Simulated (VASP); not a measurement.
Wanted: the native input for a VASP 6.6.1 run.

```
Task                   : single point
Functional             : r2SCAN
Potentials or basis    : VASP PAW PBE potentials, release 64 (Sn_d, Se)
Cutoff                 : 520 eV
k mesh                 : 8 × 8 × 8
Occupations            : fermi-dirac, width 0.02 eV
Spin                   : no spin polarisation
Dipole correction      : no
Further INCAR settings : ALGO = Normal; EDIFF = 1e-07; NBANDS = 17
```

Crystal: SnSe.

```
Sn Se
1.0
     0.00000    3.00211    3.00211
     2.83880    0.00000    3.00211
     2.83880    3.00211    0.00000
Sn Se
1 1
Direct
  0.00000 0.00000 0.00000
  0.50000 0.50000 0.50000
```

The cell was built by a generator and needn't be a form met in nature.

The cell isn't the ideal one: uniaxial_x strain -5.4%.

The input as run:

POSCAR

```
SnSe
1.0
    0.0000000000      3.0021131538      3.0021131538
    2.8387981982      0.0000000000      3.0021131538
    2.8387981982      3.0021131538      0.0000000000
Sn Se
1 1
Direct
    0.0000000000      0.0000000000      0.0000000000
    0.5000000000      0.5000000000      0.5000000000
```

INCAR.step1

```
SYSTEM = SnSe
  PREC = Accurate
  ENCUT = 520
  ISMEAR = -1
  SIGMA = 0.02
  LREAL = .False.
  LASPH = .True.
  NELM = 100
  NBANDS = 17
  GGA = PE
  ALGO = Normal
  EDIFF = 1E-4
  LWAVE = .True.
  LCHARG = .False.
```

INCAR.step2

```
SYSTEM = SnSe
  PREC = Accurate
  ENCUT = 520
  EDIFF = 1E-7
  ISMEAR = -1
  SIGMA = 0.02
  LREAL = .False.
  LASPH = .True.
  NELM = 100
  ALGO = Normal
  ISIF = 2
  LWAVE = .False.
  LCHARG = .False.
  METAGGA = R2SCAN
  LMIXTAU = .True.
  NBANDS = 17
  ISTART = 1
```

KPOINTS

```
Automatic mesh
0
Gamma
  8 8 8
  0 0 0
```

Potentials or basis: VASP PAW PBE potentials, release 64 (Sn_d, Se).

Run with:

```console
$ cat potpaw_PBE.64/Sn_d/POTCAR potpaw_PBE.64/Se/POTCAR > POTCAR
$ cp INCAR.step1 INCAR
$ mpirun -np 1 vasp_std > vasp.out
$ cp INCAR.step2 INCAR
$ mpirun -np 1 vasp_std > vasp.out
```

It gave:

```yaml
Pressure: 4.3 GPa
Band_gap_on_the_k_mesh: 0.72 eV, indirect (least direct gap 0.84 eV)
```

Caveat: the PAW data sets were made with another functional, which shifts forces and pressure a little; spin-orbit coupling is left out, which moves the levels of the heavy elements.

Run time: 110 s on 1 thread of Intel(R) Xeon(R) Platinum 8488C (Sapphire Rapids) (shared host), peak memory 0.22 GiB.
